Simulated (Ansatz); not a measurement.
Crystal: Ge.

```
Ge
1.0
    -1.60842    1.60842    1.87318
     1.60842   -1.60842    1.87318
     1.60842    1.60842   -1.87318
Ge
1
Cartesian
  0.0000 0.0000 1.8732
```

The cell was built by a generator and needn't be a form met in nature.

- Program: Ansatz 0.2.0
- Task: relaxation of cell and atoms
- Functional: revPBE
- Potentials or basis: Ansatz PAW
- Cutoff: 420 eV (not typed: the program's choice for these potentials)
- k mesh: 12 × 12 × 12
- Occupations: fermi-dirac, width 0.05 eV
- Spin: no spin polarisation

At the start: volume 19.38 Å³/atom.

**Question.** Where does the relaxation end?

**Answer.** It ends after 7 steps and the volume is 19.88 Å³/atom (+2.6 %); space group I4/mmm (No. 139, to 0.05 Å).

The path:
```tsv
step	energy change (eV)	largest force (eV/Å)	volume (Å³)
1	0.0000	0.0000	19.38
2	-0.0031	0.0000	20.05
3	-0.0034	0.0000	19.97
4	-0.0035	0.0000	19.94
5	-0.0044	0.0000	19.89
6	-0.0045	0.0000	19.88
7	-0.0047	0.0000	19.88
```

Final structure:
```
CELL_PARAMETERS angstrom
-1.59509 1.59509 1.95372
1.59509 -1.59509 1.95372
1.59509 1.59509 -1.95372
ATOMIC_POSITIONS crystal
Ge 0.50000 0.50000 0.00000
```

Caveat: the plane-wave basis is chosen anew once the cell has moved, so the energies of steps on either side of that aren't comparable; the PAW data sets come from PBE, with cores solved anew for the run's functional, which leaves a small shift of forces and pressure.
